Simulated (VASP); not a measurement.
# TePb (Fm-3m) in VASP: a series of runs

Runs on TePb. Level: PBE. Tasks: single point.

Everything below comes from runs of VASP 6.6.1. Logs are shortened: lines on timing, memory, paths and dates and some standing lists are left out, and cuts for length are marked.

## Step 1: The structure

The structure is cubic, space group Fm-3m (No. 225). Conventional cell: a = 6.462 Å, b = 6.462 Å, c = 6.462 Å, α = 90.00°, β = 90.00°, γ = 90.00°. Around Pb (site symmetry m-3m) lie 6 Te at 3.23 Å. Te (site symmetry m-3m) has 6 Pb at 3.23 Å as nearest neighbours.

## Step 2: Single point, PBE

File INCAR:

```
SYSTEM = TePb
ADDGRID = .False.
ALGO = Normal
EDIFF = 1E-7
ENCUT = 460
GGA = PE
ISIF = 2
ISMEAR = 0
LASPH = .True.
LCHARG = .False.
LREAL = .False.
LWAVE = .False.
NELM = 100
PREC = Normal
SIGMA = 0.05
```

File KPOINTS:

```
k-points
0
Gamma
  5 5 5
  0 0 0
```

File POSCAR:

```
TePb
1.0
    0.0000000000      3.2310000000      3.2310000000
    3.2310000000      0.0000000000      3.2310000000
    3.2310000000      3.2310000000      0.0000000000
Pb Te
1 1
Direct
    0.0000000000      0.0000000000      0.0000000000
    0.5000000000      0.5000000000      0.5000000000
```

Potentials or basis: VASP PAW PBE potentials, release 64 (Pb_d, Te).

The run is started by

```bash
> cat potpaw_PBE.64/Pb_d/POTCAR potpaw_PBE.64/Te/POTCAR > POTCAR
> mpirun -np 1 vasp_std > vasp.out
```

OUTCAR:

```text
SYSTEM = TePb
   EDIFF = 1E-7
   ENCUT = 460
   GGA = PE
   ISIF = 2
   ISMEAR = 0
   LASPH = .True.
   LREAL = .False.
   NELM = 100
   PREC = Normal

 Found     10 irreducible k-points:

 Following reciprocal coordinates:
            Coordinates               Weight
  0.000000  0.000000  0.000000      1.000000
  0.200000  0.000000  0.000000      8.000000
  0.400000  0.000000  0.000000      8.000000
  0.200000  0.200000  0.000000      6.000000
  0.400000  0.200000  0.000000     24.000000
 -0.400000  0.200000  0.000000     24.000000
   k-points           NKPTS =     10   k-points in BZ     NKDIM =     10   number of bands    NBANDS=     14
   number of dos      NEDOS =    301   number of ions     NIONS =      2
   total plane-waves  NPLWV =  13824
   dimension x,y,z NGX =    24 NGY =   24 NGZ =   24
   dimension x,y,z NGXF=    48 NGYF=   48 NGZF=   48
   ions per type =               1   1
   NGX,Y,Z   is equivalent  to a cutoff of   8.73,  8.73,  8.73 a.u.
   NGXF,Y,Z  is equivalent  to a cutoff of  17.46, 17.46, 17.46 a.u.
 SYSTEM =  TePb
   PREC   = normal    normal or accurate (medium, high low for compatibility)
   ISTART =      0    job   : 0-new  1-cont  2-samecut
   ICHARG =      2    charge: 1-file 2-atom 10-const
   ISPIN  =      1    spin polarized calculation?
   LNONCOLLINEAR =      F non collinear calculations
   LSORBIT =      F    spin-orbit coupling
   LASPH  =      T    aspherical Exc in radial PAW
   ENCUT  =  460.0 eV  33.81 Ry    5.81 a.u.   7.99  7.99  7.99*2*pi/ulx,y,z
   NELM   =    100;   NELMIN=  2; NELMDL= -5     # of ELM steps
   EDIFF  = 0.1E-06   stopping-criterion for ELM
   LREAL  =      F    real-space projection
   EDIFFG = 0.1E-05   stopping-criterion for IOM
   NSW    =      0    number of steps for IOM
   IBRION =     -1    ionic relax: 0-MD 1-quasi-New 2-CG
   NFREE  =      0    steps in history (QN), initial steepest desc. (CG)
   ISIF   =      2    stress and relaxation
   ISYM   =      2    0-nonsym 1-usesym 2-fastsym
   POTIM  = 0.5000    time-step for ionic-motion
   TEBEG  =    0.0;   TEEND  =   0.0 temperature during run
   PSTRESS=    0.0 pullay stress
   NELECT =      20.0000    total number of electrons
   NUPDOWN=      -1.0000    fix difference up-down
   EMIN   =  10.00;   EMAX   =-10.00  energy-range for DOS
   EFERMI =   0.00;   METHOD = LEGACY
   ISMEAR =     0;   SIGMA  =   0.05  broadening in eV -4-tet -1-fermi 0-gaus
   EFERMI_NEDOS =   21; number of points for ismear=-14 and -15
   IALGO  =     38    algorithm
   IMIX   =      4    mixing-type and parameters
     AMIX     =   0.40;   BMIX     =  1.00
     AMIX_MAG =   1.60;   BMIX_MAG =  1.00
  volume/ion in A,a.u.               =      33.73       227.62
  Fermi-wavevector in a.u.,A,eV,Ry     =   1.091619  2.062861 16.213147  1.191633
  Thomas-Fermi vector in A             =   2.227868
   LORBIT       =      0    0 simple, 1 ext, 2 COOP (PROOUT), +10 PAW based schemes
   GGA     = PE    functional components
   LHFCALC =     F    Hartree Fock is set to
   AEXX    =    0.0000 exact exchange contribution
   IVDW    =     0    specifies the selected vdW correction
   LEPSILON=     F    determine dielectric tensor
   LRPA    =     F    only Hartree local field effects (RPA)
 non-spin polarized calculation
 Gauss-broadening in eV      SIGMA  =   0.05
  energy-cutoff  :      460.00
  volume of cell :       67.46
 maximum number of plane-waves:      1524
   NGX = 15   NGY = 15   NGZ = 15

 number of electron      19.9999989 magnetization

 Free energy of the ion-electron system (eV)
  ---------------------------------------------------
  ext. energy  EPLUGINS =         0.00000000
  ---------------------------------------------------
  free energy    TOTEN  =        -7.50301509 eV

  energy without entropy =       -7.50301509  energy(sigma->0) =       -7.50301509

 E-fermi :   5.6926     XC(G=0):  -9.3016

 val. band max:        5.4620737455   @ k =  -0.2000   0.2000   0.0000
 cond. band min:       6.6690212006   @ k =   0.4000   0.0000   0.0000
 fundamental gap:      1.2069474551
 Fermi energy:         5.6925737263

 k-point     1 :       0.0000    0.0000    0.0000
  band No.  band energies     occupation
      1     -11.0996      2.00000
      2     -11.0996      2.00000
      3     -11.0902      2.00000
      4     -11.0902      2.00000
      5     -11.0902      2.00000
      6      -6.3952      2.00000
      7       0.0287      2.00000
      8       4.2769      2.00000
      9       4.2769      2.00000
     10       4.2769      2.00000
     11       9.7018      0.00000
     12       9.7018      0.00000
     13       9.7018      0.00000
     14      11.4196      0.00000

 k-point     2 :       0.2000    0.0000    0.0000
  band No.  band energies     occupation
      1     -11.1043      2.00000
      2     -11.1043      2.00000
      3     -11.0893      2.00000
      4     -11.0847      2.00000
      5     -11.0847      2.00000
      6      -6.0573      2.00000
      7      -0.9646      2.00000
      8       4.3808      2.00000
      9       4.3808      2.00000
     10       4.7903      2.00000
     11       8.2029      0.00000
     12       8.4848      0.00000
     13       8.4849      0.00000
     14      11.3571      0.00000

 k-point     3 :       0.4000    0.0000    0.0000
  band No.  band energies     occupation
      1     -11.1130      2.00000
      2     -11.1130      2.00000
      3     -11.0881      2.00000
      4     -11.0747      2.00000
      5     -11.0747      2.00000
      6      -5.2113      2.00000
      7      -2.5966      2.00000
      8       4.6605      2.00000
      9       4.6605      2.00000
     10       5.4442      2.00000
     11       6.6690      0.00000
     12       7.1194      0.00000
     13       7.1194      0.00000
     14      12.9657      0.00000

 k-point     4 :       0.2000    0.2000    0.0000
  band No.  band energies     occupation
      1     -11.1161      2.00000
      2     -11.0958      2.00000
      3     -11.0936      2.00000
      4     -11.0817      2.00000
      5     -11.0817      2.00000
      6      -5.9473      2.00000
      7      -0.9460      2.00000
      8       3.6964      2.00000
      9       3.6964      2.00000
     10       5.0331      2.00000
     11       7.4798      0.00000
     12       9.9225      0.00000
     13       9.9225      0.00000
     14      10.0132      0.00000

 k-point     5 :       0.4000    0.2000    0.0000
  band No.  band energies     occupation
      1     -11.1290      2.00000
      2     -11.1002      2.00000
      3     -11.0917      2.00000
      4     -11.0759      2.00000
      5     -11.0723      2.00000
      6      -5.2718      2.00000
      7      -2.0097      2.00000
      8       3.4081      2.00000
      9       3.5713      2.00000
     10       3.8728      2.00000
     11       8.5307      0.00000
     12       9.1370      0.00000
     13       9.1565      0.00000
     14      10.5527      0.00000

 k-point     6 :      -0.4000    0.2000    0.0000
  band No.  band energies     occupation
      1     -11.1256      2.00000
      2     -11.1088      2.00000
      3     -11.0843      2.00000
      4     -11.0769      2.00000
      5     -11.0723      2.00000
      6      -4.8178      2.00000
      7      -2.7198      2.00000
      8       2.6701      2.00000
      9       4.1267      2.00000
     10       4.5067      2.00000
     11       7.7061      0.00000
     12       7.8407      0.00000
     13       9.7989      0.00000
     14      12.6559      0.00000

 [... further k-points ...]

------------------------ aborting loop because EDIFF is reached ----------------------------------------

  FORCE on cell =-STRESS in cart. coord.  units (eV):
  Direction    XX          YY          ZZ          XY          YZ          ZX
  --------------------------------------------------------------------------------------
  -------------------------------------------------------------------------------------
  Total        0.8932042      0.8932042      0.8932042      0.0000000     -0.0000000      0.0000000
  in kB       21.2138976     21.2138976     21.2138976      0.0000000     -0.0000000      0.0000000
  external PRESSURE =      21.2138976 kB  Pullay stress =       0.0000000 kB

 VOLUME and BASIS-vectors are now :
 -----------------------------------------------------------------------------
  energy-cutoff  :      460.00
  volume of cell :       67.46
      direct lattice vectors                 reciprocal lattice vectors
     0.000000000  3.231000000  3.231000000    -0.154750851  0.154750851  0.154750851
     3.231000000  0.000000000  3.231000000     0.154750851 -0.154750851  0.154750851
     3.231000000  3.231000000  0.000000000     0.154750851  0.154750851 -0.154750851

 POSITION                                       TOTAL-FORCE (eV/Angst)
 -----------------------------------------------------------------------------------
      0.00000      0.00000      0.00000         0.000000     -0.000000      0.000000
      3.23100      3.23100      3.23100        -0.000000      0.000000     -0.000000
 -----------------------------------------------------------------------------------
    total drift:                                0.000000     -0.000000     -0.000000

  FREE ENERGIE OF THE ION-ELECTRON SYSTEM (eV)
  ---------------------------------------------------
  free  energy   TOTEN  =        -7.5030150866 eV

  energy  without entropy=       -7.5030150866  energy(sigma->0) =       -7.50301509
```

Wall time 6.5 s (1 thread of Intel Xeon Platinum 8488C (Sapphire Rapids), shared host); peak memory 0.13 GiB.

These settings aren't checked as converged: the numbers below hold their error.

What came out:

```yaml
Free_energy: -7.5030 eV
Pressure: 2.1 GPa
```

Caveat: this odd mesh misses L, where the gap lies, so gap, dielectric constants and Born charges aren't listed.

## Step 3: Single point, PBE

INCAR is that of step 2.

KPOINTS is that of step 2.

File POSCAR:

```
TePb
1.0
    0.0000000000      3.2310000000      3.2310000000
    3.2310000000      0.0000000000      3.2310000000
    3.2310000000      3.2310000000      0.0000000000
Pb Te
1 1
Direct
   -0.0068530000      0.0005720000     -0.0056850000
    0.5279490000      0.4690950000      0.5208160000
```

Potentials or basis: VASP PAW PBE potentials, release 64 (Pb_d, Te).

The run is started by

```bash
> cat potpaw_PBE.64/Pb_d/POTCAR potpaw_PBE.64/Te/POTCAR > POTCAR
> mpirun -np 1 vasp_std > vasp.out
```

OUTCAR:

```text
SYSTEM = TePb
   EDIFF = 1E-7
   ENCUT = 460
   GGA = PE
   ISIF = 2
   ISMEAR = 0
   LASPH = .True.
   LREAL = .False.
   NELM = 100
   PREC = Normal

 Found     63 irreducible k-points:

 Following reciprocal coordinates:
            Coordinates               Weight
  0.000000  0.000000  0.000000      1.000000
  0.200000  0.000000  0.000000      2.000000
  0.000000  0.200000  0.000000      2.000000
  0.000000  0.000000  0.200000      2.000000
  0.200000  0.200000  0.200000      2.000000
[... 180 lines left out ...]

  FORCE on cell =-STRESS in cart. coord.  units (eV):
  Direction    XX          YY          ZZ          XY          YZ          ZX
  --------------------------------------------------------------------------------------
  -------------------------------------------------------------------------------------
  Total        0.8662260      1.5278861      0.8638805     -0.0063687      0.0045028     -0.0004021
  in kB       20.5731570     36.2878050     20.5174506     -0.1512597      0.1069419     -0.0095489
  external PRESSURE =      25.7928042 kB  Pullay stress =       0.0000000 kB

 VOLUME and BASIS-vectors are now :
 -----------------------------------------------------------------------------
  energy-cutoff  :      460.00
  volume of cell :       67.46
      direct lattice vectors                 reciprocal lattice vectors
     0.000000000  3.231000000  3.231000000    -0.154750851  0.154750851  0.154750851
     3.231000000  0.000000000  3.231000000     0.154750851 -0.154750851  0.154750851
     3.231000000  3.231000000  0.000000000     0.154750851  0.154750851 -0.154750851

 POSITION                                       TOTAL-FORCE (eV/Angst)
 -----------------------------------------------------------------------------------
      3.21448      6.42149      3.21071        -0.010662      0.200325      0.007382
      3.19840      3.38856      3.22145         0.010662     -0.200325     -0.007382
 -----------------------------------------------------------------------------------
    total drift:                                0.000221     -0.000766      0.000381

  FREE ENERGIE OF THE ION-ELECTRON SYSTEM (eV)
  ---------------------------------------------------
  free  energy   TOTEN  =        -7.4894277721 eV

  energy  without entropy=       -7.4894277721  energy(sigma->0) =       -7.48942777
```

OSZICAR:

```text
N       E                     dE             d eps       ncg     rms          rms(c)
DAV:   1     0.146477087866E+03    0.14648E+03   -0.86365E+03  1764   0.126E+03
DAV:   2     0.301879329469E+01   -0.14346E+03   -0.14040E+03  1854   0.324E+02
DAV:   3    -0.733941473747E+01   -0.10358E+02   -0.10268E+02  2352   0.954E+01
DAV:   4    -0.759408547925E+01   -0.25467E+00   -0.25455E+00  2146   0.183E+01
DAV:   5    -0.760198158427E+01   -0.78961E-02   -0.78960E-02  2396   0.271E+00    0.355E+00
DAV:   6    -0.749063928263E+01    0.11134E+00   -0.26975E-01  2316   0.426E+00    0.223E+00
DAV:   7    -0.748788533905E+01    0.27539E-02   -0.84612E-02  2222   0.169E+00    0.938E-01
DAV:   8    -0.748933300916E+01   -0.14477E-02   -0.93012E-03  2076   0.110E+00    0.161E-01
DAV:   9    -0.748938111889E+01   -0.48110E-04   -0.90985E-04  2670   0.344E-01    0.525E-02
DAV:  10    -0.748941893656E+01   -0.37818E-04   -0.11127E-04  1788   0.846E-02    0.233E-02
DAV:  11    -0.748942800179E+01   -0.90652E-05   -0.27557E-05  2176   0.439E-02    0.126E-02
DAV:  12    -0.748942796793E+01    0.33859E-07   -0.16846E-06  2256   0.112E-02    0.687E-03
DAV:  13    -0.748942764143E+01    0.32651E-06   -0.43281E-07  2016   0.474E-03    0.185E-03
DAV:  14    -0.748942774237E+01   -0.10095E-06   -0.43015E-08  1104   0.248E-03    0.280E-04
DAV:  15    -0.748942777214E+01   -0.29770E-07   -0.21535E-08   918   0.936E-04
   1 F= -.74894278E+01 E0= -.74894278E+01  d E =-.374379E-15
```

stdout:

```text
POSCAR found type information on POSCAR PbTe
 POSCAR found :  2 types and       2 ions
 scaLAPACK will be used
 LDA part: xc-table for (Slater+PW92), standard interpolation
 POSCAR, INCAR and KPOINTS ok, starting setup
 FFT: planning ... GRIDC
 FFT: planning ... GRID_SOFT
 FFT: planning ... GRID
 WAVECAR not read
 entering main loop
```

It took 18 s on 1 thread of Intel Xeon Platinum 8488C (Sapphire Rapids), shared host; peak memory 0.17 GiB.

These settings aren't checked as converged: the numbers below hold their error.

What came out:

```
Free energy            : -7.4894 eV
Pressure               : 2.6 GPa
Largest force          : 0.201 eV/Å
Band gap on the k mesh : 1.23 eV, indirect (least direct gap 1.31 eV)
```

Caveat: spin-orbit coupling is left out, which as a rule narrows the gap of such compounds by several tenths of an eV; an odd mesh through Γ misses points on the zone boundary, where band edges often lie.

## Step 4: Single point, PBE

INCAR: that of step 3 with these lines changed.

```diff
@@ -10,6 +10,6 @@
 LCHARG = .False.
-LREAL = .False.
+LREAL = Auto
 LWAVE = .False.
 NELM = 100
-PREC = Normal
+PREC = Accurate
 SIGMA = 0.05
```

KPOINTS is that of step 3.

File POSCAR:

```
TePb
1.0
    0.0000000000      3.2310000000      3.2310000000
    3.2310000000      0.0000000000      3.2310000000
    3.2310000000      3.2310000000      0.0000000000
Pb Te
1 1
Direct
    0.0000000000      0.0000000000      0.0000000000
    0.5000000000      0.5000000000      0.5000000000
```

The run is started by

```bash
> cat potpaw_PBE.64/Pb_d/POTCAR potpaw_PBE.64/Te/POTCAR > POTCAR
> mpirun -np 1 vasp_std > vasp.out
```

It took 13 s on 1 thread of Intel Xeon Platinum 8488C (Sapphire Rapids), shared host; peak memory 0.17 GiB.

The run converged, but some of its settings lie outside the range that counts as converged, so its numbers aren't taken as properties of the crystal.

Results:

```yaml
Free_energy: -7.5047 eV
Pressure: 2.1 GPa
```

Caveat: this odd mesh misses L, where the gap lies, so gap, dielectric constants and Born charges aren't listed.

## Step 5: The reference run

An earlier run on the cell as given: functional PBEsol; potentials or basis VASP PAW PBE potentials, release 64 (Pb_d, Te); cutoff 520 eV; k mesh 7 × 7 × 7; occupations fermi-dirac, width 0.05 eV; no spin polarisation.

* Pressure: -0.4 GPa
